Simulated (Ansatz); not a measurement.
## Cs in Ansatz: the effect of target pressure

The system is Cs.

```
Cs
1.0
    -3.12847    3.12847    3.12847
     3.12847   -3.12847    3.12847
     3.12847    3.12847   -3.12847
Cs
1
Cartesian
  0.0000 0.0000 0.0000
```

Alike in all runs:

| Quantity | Value |
| --- | --- |
| Program | Ansatz 0.2.0 |
| Task | relaxation of cell and atoms |
| Functional | PBEsol |
| Potentials or basis | Ansatz PAW |
| Cutoff | 420 eV (not typed: the program's choice for these potentials) |
| k mesh | 6 × 6 × 6 |
| Occupations | fermi-dirac, width 0.05 eV |
| Spin | no spin polarisation |

Each run relaxes the cell or the atoms first.

Question: One run gave: relaxed volume 33.95 Å³/atom. Which target pressure did it use?
A. 30 GPa
B. 2 GPa
C. 0 GPa
D. 10 GPa
E. 5 GPa

Answer: D.

```csv
target pressure,relaxed volume (Å³/atom)
0 GPa,109.25
2 GPa,67.63
5 GPa,39.91
10 GPa,33.95
20 GPa,27.40
30 GPa,24.83
```

Caveats: the plane-wave basis is chosen anew once the cell has moved, so the energies of steps on either side of that aren't comparable; the PAW data sets come from PBE, with cores solved anew for the run's functional, which leaves a small shift of forces and pressure; the volume moved by over 15 % at a fixed basis, so the end points are rough (some runs).
